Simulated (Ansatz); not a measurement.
# 5-layer 1T-MgI2 (AA) in a perpendicular field, part 2 of 3

Aim: how the 5-layer 1T-MgI2 (AA) screens a field along its normal, and what the field does to its bands. A positive field points along +c.

Ansatz 0.2.0; plane-wave DFT, PBE-D3(BJ), Ansatz PAW.

So far. Step 2 (Relaxing the slab): The lattice constant a goes from 4.200 to 4.125 Å.

### 3. Single point, field 0, start network

A sawtooth potential applies the field, turning back in the middle of the vacuum. With the dipole correction the typed value is the field outside the slab. The induced dipole is small, so the SCF threshold is tight.

The cell differs from the one that the last finished run ended in (c 83.361 → 48.711 Å).

Input file input.yaml:

```yaml
crystal:
  lattice:
    - [4.1254252248, 0.0, 0.0]
    - [-2.0627126124, 3.5727230461, 0.0]
    - [0.0, 0.0, 48.7110578973]
  atoms:
    - { symbol: I, position: [0.6666666667, 0.3333333333, 0.1847629756] }
    - { symbol: Mg, position: [0.0, 0.0, 0.2193077796] }
    - { symbol: I, position: [0.3333333333, 0.6666666667, 0.2537753873] }
    - { symbol: I, position: [0.6666666667, 0.3333333333, 0.3252943995] }
    - { symbol: Mg, position: [0.0, 0.0, 0.3597263305] }
    - { symbol: I, position: [0.3333333333, 0.6666666667, 0.3941554505] }
    - { symbol: I, position: [0.6666666667, 0.3333333333, 0.465571577] }
    - { symbol: Mg, position: [0.0, 0.0, 0.5] }
    - { symbol: I, position: [0.3333333333, 0.6666666667, 0.534428423] }
    - { symbol: I, position: [0.6666666667, 0.3333333333, 0.6058445495] }
    - { symbol: Mg, position: [0.0, 0.0, 0.6402736695] }
    - { symbol: I, position: [0.3333333333, 0.6666666667, 0.6747056005] }
    - { symbol: I, position: [0.6666666667, 0.3333333333, 0.7462246127] }
    - { symbol: Mg, position: [0.0, 0.0, 0.7806922204] }
    - { symbol: I, position: [0.3333333333, 0.6666666667, 0.8152370244] }
kpoints:
  mp_grid: { grid: [12, 12, 1] }
  band_path:
    path: [[0, 0, 0], [0.5, 0, 0], [0.33333333, 0.33333333, 0], [0, 0, 0]]
    npoints: 16
hamiltonian:
  xc: pbe
  dispersion: d3bj
scf:
  occupations: { method: fermi_dirac, width: 0.02585 }
  convergence: { dr2_threshold: 1.0e-10 }
efield:
  axis: 3
  dipole_correction: true
  ramp_position: 0.97
  ramp_width: 0.06
  amplitude: 0
output:
  dos: { projected: true, e_range: [-6, 5] }
  write_potential: true
  write_density: true
  volumetric_format: npy
  elf: true
```

Run with:

```bash
> ansatz run input.yaml --threads 4 --pin off --max-ram 16384MiB --backend cpu --events-out ev --progress --plain --runs-dir out
```

Numbers of over 12 decimals in the logs are rounded to 6 here.

Output:

```text
[...]
Crystal: 15 atoms, lattice volume = 717.952 Å³
Basis set: ecut = 420 eV, 13855 PW (Γ)
Bands: 132, of which v1, the nominal top of the filled ones, is band 110 counted from 1 (109 counted from 0)
Symmetry: 6 space group operations
k-points: 19 of 144 (time reversal used)
[...]
SCF iter   1: F=—  HF=-84768.339424 eV  |F-HF|=—  |Δ(HF+E_count)|=         —  Δρ=6.13e-4  dr2=5.39e-3  ethr=1.77e-3  p=-0.000 e·Å  D=-3.58e-14 V/Å  ΔV_dip=0.00 eV  dr2_dipole=5.36e-7  V_vac-E_F(+/−)=4.75/4.75 eV  ⟨swp⟩=10.6  Hψ=13208  notcnv=0  defer=113
efield: sawtooth ramp at fractional position 0.9700 (set: `efield.ramp_position`, or a place that a band, a saddle search or an elastic batch's reference lends), width 0.0600; the density the first Hamiltonian is built on has a dipole p = -0.000 e·Å; the dipole correction subtracts the counter field D = -3.58e-14 V/Å, which shifts the + side's vacuum level by +0.00 eV against the − side's; the planar-averaged density in the ramp window peaks in size at 2.3e-5 e/Å³
[...]
SCF iter   2: F=—  HF=-84768.339899 eV  |F-HF|=—  |Δ(HF+E_count)|=   4.74e-4  Δρ=3.94e-4  dr2=2.64e-3  ethr=2.45e-6  p=-0.000 e·Å  D=-1.04e-4 V/Å  ΔV_dip=0.01 eV  dr2_dipole=5.22e-7  V_vac-E_F(+/−)=4.62/4.62 eV  ⟨swp⟩=3.1  Hψ=4105  notcnv=0  defer=306
[...]
SCF iter  11: F=-84768.340352 eV  HF=-84768.340352 eV  |F-HF|=3.20e-10  |Δ(HF+E_count)|=  2.62e-10  Δρ=4.16e-8  dr2=2.50e-11  ethr=1.00e-12  p=0.000 e·Å  D=2.24e-7 V/Å  ΔV_dip=-0.00 eV  dr2_dipole=3.46e-12  V_vac-E_F(+/−)=4.52/4.52 eV  ⟨swp⟩=17.3  Hψ=12548  notcnv=0
SCF 1 converged in 11 iterations: F = -84768.340352 eV  dr2 = 2.50e-11
[...]
NSCF: frozen V_eff on 49 k-points
efield: sawtooth ramp at fractional position 0.9700 (kept from the solve that this one continues, or follows in the run), width 0.0600; the density the first Hamiltonian is built on has a dipole p = 0.000 e·Å; the dipole correction subtracts the counter field D = 2.24e-7 V/Å, which shifts the + side's vacuum level by -0.00 eV against the − side's; the planar-averaged density in the ramp window peaks in size at 2.6e-6 e/Å³
[...]
SCF converged after 11 iterations
Free energy (F): -84768.340352 eV
[...]
Internal energy: -84768.340352 eV  (E = F + TS)
E sigma→0 (E₀):  -84768.340352 eV
Fermi energy:    3.472597 eV
Dipole field:    D = -0.000001 V/Å  (p = -0.000004 e·Å, saw-weighted, corrected)
Work function:   Φ+ = 4.5214 eV   Φ− = 4.5214 eV
Levels:          The Fermi level and band energies are counted from a zero that moves with the ramp; work functions are not
[...]
--- Band table (eV; the first three rows and the last of 19) ---
  k-point 0: bands = [... 106 lower, 1.6654, 1.6654, 1.6758, 1.6758, 5.5322, 5.6881, 5.9314, 6.1944, ... 18 higher]
  k-point 1: bands = [... 106 lower, 1.6255, 1.6372, 1.6531, 1.6673, 5.8441, 5.9672, 6.1663, 6.3838, ... 18 higher]
  k-point 2: bands = [... 106 lower, 1.5493, 1.5682, 1.5869, 1.6087, 6.3296, 6.3658, 6.4281, 6.5071, ... 18 higher]
  k-point 18: bands = [... 106 lower, 0.9945, 0.9945, 1.1148, 1.1148, 5.6368, 5.7952, 6.0247, 6.2769, ... 18 higher]
```

Wall time 3.6 min (4 threads of Arm Neoverse V1, shared host); peak memory 4.2 GiB.

This step gave:

* dipole along the normal: -4.35e-6 e·Å
* gap along the path: 3.567 eV
* smallest direct gap along the path: 3.856 eV
* ionisation energy, upper face: 6.318 eV
* electron affinity, upper face: 2.751 eV
* gap, the smaller of path and mesh: 3.567 eV

Running mean over a fixed 2.6 Å (it still follows the layers) of the planar mean; the ramp of the sawtooth is left out. Table of electron's electrostatic potential energy less the Fermi level by z:

```
z (Å)  electron's electrostatic potential energy less the Fermi level (eV)
    4                                                                 4.52
    5                                                                 4.52
    6                                                                 4.48
    7                                                                 3.69
    8                                                                 1.18
    9                                                                -1.62
   10                                                                -3.64
   11                                                                -3.78
   12                                                                -2.76
   13                                                               0.0128
   14                                                                 1.60
   15                                                                0.574
   16                                                                -2.13
   17                                                                -3.71
   18                                                                -3.73
   19                                                                -2.28
   20                                                                0.453
   21                                                                 1.59
   22                                                                0.120
   23                                                                -2.65
   24                                                                -3.78
   25                                                                -3.68
   26                                                                -1.76
   27                                                                0.866
   28                                                                 1.56
   29                                                               -0.340
   30                                                                -3.10
   31                                                                -3.85
   32                                                                -3.62
   33                                                                -1.30
   34                                                                 1.21
   35                                                                 1.48
   36                                                               -0.761
   37                                                                -3.40
   38                                                                -3.86
   39                                                                -3.46
   40                                                               -0.855
   41                                                                 1.93
   42                                                                 4.15
   43                                                                 4.50
   44                                                                 4.52
```

The density of states has structure finer than the step of the table below, so its rows give means over 0.5 eV, whole bins alone (the curve runs from -6 to 3.76 eV). Peaks (eV: height): -5.12: 21.9, -4.59: 21.1, -3.66: 21.5, -2.83: 24.9, -2.61: 33.5, -2.47: 41.9, -2.36: 52.4.

The density of states by energy, zero at the Fermi level of the run, which the smearing sets inside the gap; means over each step:

```
energy (eV)  density of states (states/eV a cell)
       -5.5                                  3.40
       -5.0                                  16.1
       -4.5                                  12.8
       -4.0                                  8.84
       -3.5                                  15.9
       -3.0                                  18.9
       -2.5                                  31.6
       -2.0                                  13.5
       -1.5                                     0
       -1.0                                     0
       -0.5                                     0
        0.0                                     0
        0.5                                     0
        1.0                                     0
        1.5                                     0
        2.0                                  4.17
        2.5                                  9.45
        3.0                                  6.34
        3.5                                  5.72
```

Projected DOS per atom over height of the atomic layer and energy from the Fermi level. Layers: I Mg I I Mg I I Mg I I Mg I I Mg I from below.

Ten even steps from '_' (0.00 states/eV) to '@' (2.75 states/eV), each cell a mean:
```
______________________________
__..____..____..____..____..__
..--..__--____--____--__..--..
__::____::____::____::____::__
______________________________
______________________________
______________________________
______________________________
______________________________
______________________________
______________________________
______________________________
..__....__....__....__....__..
%%__@@@@__@@@@__@@@@__@@@@__%%
@@__%%##__%%%%__%%%%__##%%__@@
**__++**__****__****__**++__**
++__++++__++++__++++__++++__++
::__::--__----__----__--::__::
==__====__====__====__====__==
==::++==..====..====..==++::==
....::::..::::..::::..::::....
______________________________
```
Columns: height of the atomic layer (Å) from 9 to 39.7 (not evenly spaced); rows upwards: energy from the Fermi level (eV) from -5.96 to 3.76.

Electronic bands along the path, in eV, zero at the Fermi level of the run, which the smearing sets inside the gap:

```
  point  band 107  band 108  band 109  band 110  band 111  band 112  band 113  band 114
      Γ     -1.81     -1.81     -1.80     -1.80      2.06      2.22      2.46      2.72
halfway     -2.05     -2.04     -2.00     -1.97      2.51      2.60      2.72      2.82
      M     -2.38     -2.31     -2.25     -2.21      1.78      1.79      1.81      1.85
halfway     -2.49     -2.45     -2.36     -2.35      2.25      2.30      2.35      2.41
      K     -2.48     -2.48     -2.36     -2.36      2.16      2.32      2.55      2.80
halfway     -2.27     -2.16     -2.09     -2.07      2.92      2.95      2.99      3.02
      Γ     -1.81     -1.81     -1.80     -1.80      2.06      2.22      2.46      2.72
```

ELF in the ca plane at fractional y = 0.000, with atoms of Mg within 0.2 Å of it. It is the smooth field of the valence electrons, not physical close to the nuclei.

Ten even steps from '0' (0.00) to '9' (0.75), each cell a mean:
```
00000000000000000000111445301100000000010154
00000000000000000122331132023321000012333113
00000000000000012467775101367764200136777410
00000000000000135799998412699998400279999731
00000000000000247999998412699999610489999841
00000000000001257999998412699999610489999841
00000000000000146899998412699998500379999741
00000000000000024678987311589886300257898621
00000000000000001234552011145542100023555201
00000000000000000001210354102110000000121135
00000000000000000000001534300000000000010253
```
Columns run along c (16.0 Å, from fractional 0.04 to 0.37 of the cell), rows up along a (4.1 Å). Atoms in or near the plane, at fractional coordinates: Mg at (0.22, 0.00), Mg at (0.36, 0.00).

Electrostatic potential energy in the ca plane at fractional y = 0.000, with atoms of Mg within 0.2 Å of it. With pseudopotentials it is smooth inside the atoms' cores, unlike the true potential.

Ten even steps from '0' (-29 eV) to '9' (8 eV), each cell a mean:
```
99999999999999999999985000278999999999997400
99999999999999999999987423688999999999998642
99999999999999999999988777889999999999998877
99999999999999999998888888888889999999888888
99999999999999999988788999988789999998778999
99999999999999999987788999987788999998778999
99999999999999999988888999988889999998888899
99999999999999999999888888888899999999988888
99999999999999999999987655789999999999998765
99999999999999999999986200478999999999998510
99999999999999999999984000268999999999987400
```
Columns run along c (16.0 Å, from fractional 0.04 to 0.37 of the cell; values clipped at the 3rd and 97th percentile), rows up along a (4.1 Å). Atoms in or near the plane, at fractional coordinates: Mg at (0.22, 0.00), Mg at (0.36, 0.00).

Valence density in the ca plane at fractional y = 0.000, with atoms of Mg within 0.2 Å of it. It is the smooth field of the valence electrons, not physical close to the nuclei.

Values in units of 1e0 e/Å³, 6 rows by 16 columns, each cell a mean:
```
0.0 0.0 0.0 0.0 0.0 0.0 0.0 0.1 3.2 3.3 0.1 0.0 0.0 0.0 0.1 4.6
0.0 0.0 0.0 0.0 0.0 0.0 0.1 0.2 0.1 0.1 0.2 0.1 0.0 0.1 0.2 0.1
0.0 0.0 0.0 0.0 0.0 0.0 0.2 0.3 0.1 0.1 0.3 0.2 0.0 0.2 0.3 0.1
0.0 0.0 0.0 0.0 0.0 0.0 0.1 0.3 0.1 0.1 0.3 0.1 0.0 0.2 0.3 0.1
0.0 0.0 0.0 0.0 0.0 0.0 0.1 0.1 0.2 0.2 0.1 0.1 0.0 0.1 0.1 0.2
0.0 0.0 0.0 0.0 0.0 0.0 0.0 0.1 6.0 6.1 0.1 0.0 0.0 0.0 0.1 8.7
```
Columns run along c (16.0 Å, from fractional 0.04 to 0.37 of the cell), rows up along a (4.1 Å). Atoms in or near the plane, at fractional coordinates: Mg at (0.22, 0.00), Mg at (0.36, 0.00).

The gap is 3.57 eV, with the valence edge 6.32 eV and the conduction edge 2.75 eV under the upper vacuum level. Spin-orbit coupling, left out in this run, matters for the bands of elements this heavy.

### 4. Single point, field 0.1 V/Å

input.yaml: that of step 3 with these lines changed.

```diff
@@ -37,5 +37,4 @@
   ramp_width: 0.06
-  amplitude: 0
+  amplitude: 0.1
 output:
-  dos: { projected: true, e_range: [-6, 5] }
   write_potential: true
@@ -43,2 +42 @@
   volumetric_format: npy
-  elf: true
```

Output:

```text
[...]
Crystal: 15 atoms, lattice volume = 717.952 Å³
Basis set: ecut = 420 eV, 13855 PW (Γ)
Bands: 132, of which v1, the nominal top of the filled ones, is band 110 counted from 1 (109 counted from 0)
Symmetry: 6 space group operations
k-points: 19 of 144 (time reversal used)
[...]
k-point 0: bands = [... 106 lower, 1.8054, 1.8054, 1.9931, 1.9931, 5.3510, 5.6971, 5.9580, 6.2055, ... 18 higher]
  k-point 1: bands = [... 106 lower, 1.6646, 1.7849, 1.8108, 1.9758, 5.6396, 5.9666, 6.1991, 6.4136, ... 18 higher]
  k-point 2: bands = [... 106 lower, 1.5361, 1.7070, 1.7084, 1.9015, 6.0617, 6.2704, 6.4461, 6.6154, ... 18 higher]
  k-point 18: bands = [... 106 lower, 1.0056, 1.0410, 1.2684, 1.3077, 5.4946, 5.7820, 6.0296, 6.2907, ... 18 higher]
[key lines of the parts left out:]
SCF converged after 12 iterations
Free energy (F): -84768.350868 eV
Fermi energy:    3.480845 eV
Dipole field:    D = 0.053012 V/Å  (p = 0.210334 e·Å, saw-weighted, corrected)
```

Elapsed: 3.7 min, on 4 threads; peak memory 3.7 GiB; 14 min of CPU time.

The dipole is 0.210 e·Å, and the gap 2.962 eV.

### 5. Atoms held, field -0.1 V/Å

input.yaml: that of step 4 with these lines changed.

```diff
@@ -37,3 +37,3 @@
   ramp_width: 0.06
-  amplitude: 0.1
+  amplitude: -0.1
 output:
```

Output:

```text
[...]
Crystal: 15 atoms, lattice volume = 717.952 Å³
Basis set: ecut = 420 eV, 13855 PW (Γ)
Bands: 132, of which v1, the nominal top of the filled ones, is band 110 counted from 1 (109 counted from 0)
Symmetry: 6 space group operations
k-points: 19 of 144 (time reversal used)
[...]
k-point 0: bands = [... 106 lower, 1.8054, 1.8054, 1.9931, 1.9931, 5.3510, 5.6971, 5.9580, 6.2055, ... 18 higher]
  k-point 1: bands = [... 106 lower, 1.6646, 1.7849, 1.8107, 1.9758, 5.6396, 5.9666, 6.1991, 6.4136, ... 18 higher]
  k-point 2: bands = [... 106 lower, 1.5361, 1.7070, 1.7084, 1.9015, 6.0617, 6.2704, 6.4461, 6.6154, ... 18 higher]
  k-point 18: bands = [... 106 lower, 1.0056, 1.0410, 1.2684, 1.3077, 5.4946, 5.7820, 6.0296, 6.2907, ... 18 higher]
[key lines of the parts left out:]
SCF converged after 12 iterations
Free energy (F): -84768.350868 eV
Fermi energy:    3.480846 eV
Dipole field:    D = -0.053012 V/Å  (p = -0.210334 e·Å, saw-weighted, corrected)
```

Run time: 3.7 min. Hardware: 4 threads; peak memory 3.6 GiB; 14 min of CPU time.

The dipole is -0.210 e·Å, and the gap 2.962 eV.

### 6. Atoms held, field 0.2 V/Å

input.yaml: that of step 5 with these lines changed.

```diff
@@ -37,3 +37,3 @@
   ramp_width: 0.06
-  amplitude: -0.1
+  amplitude: 0.2
 output:
```

Output:

```text
[...]
Crystal: 15 atoms, lattice volume = 717.952 Å³
Basis set: ecut = 420 eV, 13855 PW (Γ)
Bands: 132, of which v1, the nominal top of the filled ones, is band 110 counted from 1 (109 counted from 0)
Symmetry: 6 space group operations
k-points: 19 of 144 (time reversal used)
[...]
k-point 0: bands = [... 106 lower, 2.0480, 2.0480, 2.3389, 2.3389, 5.0490, 5.5881, 5.9181, 6.0040, ... 18 higher]
  k-point 1: bands = [... 106 lower, 1.9370, 1.9880, 2.1220, 2.3188, 5.3208, 5.8387, 6.1943, 6.2543, ... 18 higher]
  k-point 2: bands = [... 106 lower, 1.7257, 1.8871, 1.9603, 2.2403, 5.7195, 6.0965, 6.3973, 6.4446, ... 18 higher]
  k-point 18: bands = [... 106 lower, 1.1246, 1.1935, 1.5383, 1.6122, 5.2320, 5.6699, 6.0316, 6.3971, ... 18 higher]
[key lines of the parts left out:]
SCF converged after 12 iterations
Free energy (F): -84768.382421 eV
Fermi energy:    3.485309 eV
Dipole field:    D = 0.106040 V/Å  (p = 0.420730 e·Å, saw-weighted, corrected)
```

Elapsed: 3.8 min, on 4 threads; peak memory 3.6 GiB; 14 min of CPU time.

The dipole is 0.421 e·Å, and the gap 2.281 eV.

(Part 2 of 3 ends here.)

[Logs are printed without paths, hosts, clocks, repeated set-up lines and the standing remarks that a program may print on its own settings, such as how far it seeks lower states.]

[Hosts, paths, dates, database ids (printed as entryN), source tags and the programs' standing remarks are cut or masked in the printed files.]

[Maps of the electrostatic potential energy from Ansatz leave out the sawtooth potential of an applied field or a dipole correction, so their vacuum need not be flat; planar profiles and work functions include it.]
